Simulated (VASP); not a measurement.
Set up this calculation in VASP 6.6.1, as the native input.

| Property | Result |
| --- | --- |
| Task | relaxation of cell and atoms |
| Functional | LDA |
| Potentials or basis | VASP PAW LDA potentials, release 64 (Co) |
| Cutoff | 400 eV |
| k mesh | 15 × 15 × 9 |
| Occupations | fermi-dirac, width 0.05 eV |
| Spin | collinear spin, ferromagnetic start |
| Starting moments | [2.0, 2.0] μB |
| Further INCAR settings | ALGO = Normal; EDIFF = 1e-06; IBRION = 2; EDIFFG = -0.005; NSW = 40; ISIF = 3 |

The structure of Co lies in POSCAR:

```
Co
1.0
    2.5070000000      0.0000000000      0.0000000000
   -1.2535000000      2.1711256873      0.0000000000
    0.0000000000      0.0000000000      4.0690000000
Co
2
Direct
    0.0000000000      0.0000000000      0.0000000000
    0.3333333333      0.6666666667      0.5000000000
```

The input as run:

INCAR

```
SYSTEM = Co
  ALGO = Normal
  EDIFF = 1E-6
  EDIFFG = -0.005
  ENCUT = 400
  GGA = CA
  IBRION = 2
  ISIF = 3
  ISMEAR = -1
  ISPIN = 2
  LASPH = .True.
  LCHARG = .False.
  LMAXMIX = 4
  LORBIT = 11
  LREAL = .False.
  LWAVE = .False.
  MAGMOM = 2 2
  NELM = 100
  NSW = 40
  PREC = Accurate
  SIGMA = 0.05
```

KPOINTS

```
k-points
0
Gamma
  15 15 9
  0 0 0
```

Potentials or basis: VASP PAW LDA potentials, release 64 (Co).

Run with:

```console
$ cat potpaw_LDA.64/Co/POTCAR > POTCAR
$ mpirun -np 1 vasp_std > vasp.out
```

Results of the run:

- Relaxed volume: 9.96 Å³/atom
- Relaxed cell: a = 2.425 Å, b = 2.425 Å, c = 3.909 Å, α = 90.00°, β = 90.00°, γ = 120.00°
- Space group after relaxing (to 0.05 Å): P6_3/mmc (No. 194)
- Energy gained by relaxing: 86.5 meV/atom
- Ionic steps: 9
- Pressure after relaxing: 0.0 GPa
- Band gap on the k mesh: none (metal or under the smearing width)
- Net moment: 2.96 μB per cell
- Site moments: Co +1.47 μB
- Valence electrons inside the program's atomic spheres: Co 8.46

Wall time 2.5 min on 1 thread of Intel(R) Xeon(R) Platinum 8488C (Sapphire Rapids), on a shared host, peak memory 0.16 GiB.
